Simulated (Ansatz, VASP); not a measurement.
## Two plane-wave programs on Ba

```
CELL_PARAMETERS angstrom
3.71075 -2.37248 0.00000
3.71075 2.37248 0.00000
-1.11031 0.00000 7.28335
ATOMIC_POSITIONS crystal
Ba 0.73641 0.73641 0.75000
Ba 0.26359 0.26359 0.25000
```

Alike in both runs: functional PBE; k mesh 4 × 4 × 4; occupations gaussian, width 0.1 eV; no spin polarisation.

Ansatz relaxed the structure, and its values are those at the end. VASP's run is a single point on that final structure, the one shown.

```csv
,VASP,Ansatz
version,VASP 6.6.1,Ansatz 0.2.0
potentials or method,"VASP PAW PBE potentials, release 64 (Ba_sv)","scalar-relativistic, plane waves, PAW"
plane-wave cutoff (eV),520,420
valence electrons in the cell,20,20
```

Ansatz gave:

```
gap on the k mesh at the Fermi level (eV) : none
pressure (GPa)                            : 0.0
rms of the force components (eV/Å)        : 0.005
```

Task: What did VASP give for the same quantities?

Result: gap on the k mesh at the Fermi level (eV): none; pressure (GPa): 0.1; rms of the force components (eV/Å): 0.005.

A gap of «none» marks a metal or a gap that the smearing closes.

Caveats: the k mesh is coarse (spacing up to 0.39 Å⁻¹), so the values aren't converged. Spin-orbit coupling is left out, which matters for the levels of Ba.
